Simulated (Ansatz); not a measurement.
# CuO (P-1) in Ansatz: equation of state

How stiff is CuO in PBE, and what volume does it want? The cell is scaled to several volumes.

All numbers are computed with Ansatz 0.2.0; they aren't measurements. Logs are shortened: lines on timing, memory, paths and dates and some standing lists are left out, and cuts for length are marked.

### 1 Starting point

The typed cell holds 4 atoms: a = 2.880 Å, b = 2.880 Å, c = 5.176 Å, α = 89.81°, β = 89.81°, γ = 89.22°.

The cell comes from a database or a generator and needn't be the stable form of this composition.

### 2 Equation of state, PBE

Potentials or basis: all-electron LAPW, scalar-relativistic.

This step only gathers the single runs of the series.

Results:

```
Equilibrium volume                        : 11.11 Å³/atom
Bulk modulus at fixed shape and positions : 152 GPa
Pressure derivative of the bulk modulus   : 4.7
```

Energy against volume, from the lowest point:
```csv
volume (Å³/atom),energy (meV/atom)
10.085,54.25
10.300,32.61
10.515,16.96
10.729,6.67
10.944,1.18
11.158,0.00
11.373,2.67
```

Caveat: the cell was scaled at fixed shape and fractional positions, which overstates the stiffness of a crystal with free parameters, most of all of layers and chains; the run has no spin polarisation, though such a crystal can be magnetic.
